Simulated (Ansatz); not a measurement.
# H: stress in a strained cell

H is deformed so: equal xy, yz and zx engineering shear strains of +1.5 %. What stress and forces result, by LAPW, PAW and all-electron datasets made for the crystal?

Computed with Ansatz 0.2.0 (DFT PBE, scalar-relativistic, unless a step's input says otherwise).

1 further run of the same task is left out (set aside as unsound or not needed).

## Step 1: The starting structure

Symmetry: P6_3/mmc, No. 194, hexagonal system. Conventional cell: a = 1.932 Å, b = 1.932 Å, c = 1.905 Å, α = 90.00°, β = 90.00°, γ = 120.00°. Around H (site symmetry -6m2) lie 6 H at 1.47 Å.

Structure file:

```cif
data_structure
_symmetry_space_group_name_H-M 'P 1'
_symmetry_Int_Tables_number 1
_cell_length_a 1.9323
_cell_length_b 1.9323
_cell_length_c 1.9047
_cell_angle_alpha 90.000
_cell_angle_beta 90.000
_cell_angle_gamma 120.000
_cell_volume 6.16
loop_
_atom_site_label
_atom_site_type_symbol
_atom_site_fract_x
_atom_site_fract_y
_atom_site_fract_z
_atom_site_occupancy
H1 H 0.33333 0.66667 0.25000 1
H2 H 0.66667 0.33333 0.75000 1
```

Atoms are numbered in the order of the input: H1, H2.

## Step 2: The deformed structure

Space group P6_3/mmc before, P-1 after.

## Step 3: Full-potential LAPW

Input file input.yaml:

```yaml
crystal:
  lattice:
    - [1.9322960424, 0.0144922203, 0.0144922203]
    - [-0.9535973903, 1.6661713502, 0.0053045208]
    - [0.014285341, 0.014285341, 1.9047121369]
  atoms:
    - { symbol: H, position: [0.3333333333, 0.6666666667, 0.25] }
    - { symbol: H, position: [0.6666666667, 0.3333333333, 0.75] }
kpoints:
  mp_grid: { grid: [17, 17, 9] }
scf:
  occupations: { method: fermi_dirac, width: 0.05 }
hamiltonian:
  xc: pbe
  pseudopotentials: { kind: all_electron, lapw: { basis_error: 0.0005 } }
output:
  forces: true
  stress: true
  eigenvalues: true
```

## Step 4: Frozen-core PAW

input.yaml: that of step 3 with these lines changed.

```diff
@@ -14,3 +14,3 @@
   xc: pbe
-  pseudopotentials: { kind: all_electron, lapw: { basis_error: 0.0005 } }
+  pseudopotentials: { kind: paw }
 output:
@@ -19 +19,2 @@
   eigenvalues: true
+  efg: { contact_densities: true }
```

## Step 5: All-electron PAW on datasets made for the crystal

input.yaml: that of step 4 with these lines changed.

```diff
@@ -14,3 +14,3 @@
   xc: pbe
-  pseudopotentials: { kind: paw }
+  pseudopotentials: { kind: all_electron, datasets: crystal }
 output:
```

(Steps that only read results are left out.)

**Question.** What will these runs give? Wanted: pressure; largest shear or deviatoric stress.

The runs gave:

| quantity | value |
| --- | --- |
| pressure | LAPW 0.06, PAW 0.08, crystal datasets 0.06 GPa |
| largest shear or deviatoric stress (LAPW) | 1.32 GPa |

What this shows: The largest part of the stress beyond the pressure is 1.32 GPa in size, in the xx component; the atoms are carried along and not relaxed. No run of the undeformed cell stands beside it, so the pressure holds what the given cell had before the change. PAW: stress within 0.13 GPa of LAPW, forces within 1 meV/Å. Crystal datasets: stress within 0.01 GPa of LAPW, forces within 1 meV/Å.
